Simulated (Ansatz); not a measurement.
Born–Oppenheimer molecular dynamics of a periodic cell of 16 atoms, Si (start crystal Si, start structure diamond, volume 1.1 times the crystal's). It goes on from the last frame of an earlier run, with new velocities.

Computed with Ansatz 0.2.0, DFT PBE-D3(BJ), scalar-relativistic, plane waves, PAW. Settings: accuracy low, cutoff 420 eV, k mesh 2x2x2, fermi-dirac smearing 0.24 eV, no spin polarisation.

```
ensemble             : NVT, Langevin thermostat
time step            : 2 fs
steps asked          : 120
set temperature      : 2240 K
friction             : 0.02 /fs
temperature schedule : 90 steps to 300 K, then 30 steps to 300 K
seed                 : 418666
```

First frame:

```xyz
16
Lattice="0.0000 5.6053 5.6053 5.6053 0.0000 5.6053 5.6053 5.6053 0.0000" Properties=species:S:1:pos:R:3
Si 0.225 0.533 0.230
Si 1.682 1.760 1.838
Si 3.469 2.388 0.263
Si 4.313 4.332 1.119
Si 2.826 -0.181 3.079
Si 4.244 1.485 4.411
Si 5.690 2.808 3.222
Si 7.192 3.902 4.617
Si 0.145 3.148 3.103
Si 1.240 4.940 4.233
Si 3.013 5.739 2.553
Si 4.387 6.894 4.082
Si 2.967 2.819 5.787
Si 4.332 4.407 7.082
Si 5.807 5.488 5.753
Si 6.785 7.254 7.062
```

Q: What does the run give?

A: All steps were run.

```yaml
steps_done: 120
time_covered: 240 fs
mean_temperature_over_the_second_half: 857 K
spread_of_the_potential_energy_over_the_second_half: 41.9 meV per atom
mean_potential_energy_of_the_second_half_above_the_start: -103.3 meV per atom
```

The schedule's set-point averaged 464 K over the second half and the system 857 K, so it lags behind the ramp. A run of 0.24 ps of so small a system gives no equilibrium averages. Limits of this set-up: coarse k mesh, low accuracy level.

Q: What happens to the structure?

A: Mean squared displacements from the first frame to the last, about the centre of mass: Si 0.23 Å². This is one draw of velocities; another would differ in detail.

Q: How do temperature and energy run in time?

A: 
| time (fs) | T (K) | potential energy less start (eV) |
| --- | --- | --- |
| 0.0 | 2100 | 0.000 |
| 12.0 | 1589 | 0.995 |
| 24.0 | 1444 | 1.070 |
| 36.0 | 2274 | 0.493 |
| 48.0 | 2206 | 0.192 |
| 60.0 | 1483 | 0.915 |
| 72.0 | 1828 | 1.089 |
| 84.0 | 1332 | 1.580 |
| 96.0 | 1216 | 1.531 |
| 108.0 | 1880 | -0.010 |
| 120.0 | 1946 | -0.686 |
| 132.0 | 1286 | -0.720 |
| 144.0 | 1140 | -0.907 |
| 156.0 | 1015 | -0.995 |
| 168.0 | 888 | -1.392 |
| 180.0 | 898 | -1.887 |
| 192.0 | 756 | -2.251 |
| 204.0 | 538 | -2.073 |
| 216.0 | 442 | -2.148 |
| 228.0 | 415 | -2.402 |
| 240.0 | 566 | -2.773 |

Time of the run: 12 min on 1 thread of Arm Neoverse V2, with other jobs on the host, peak memory 0.75 GiB.
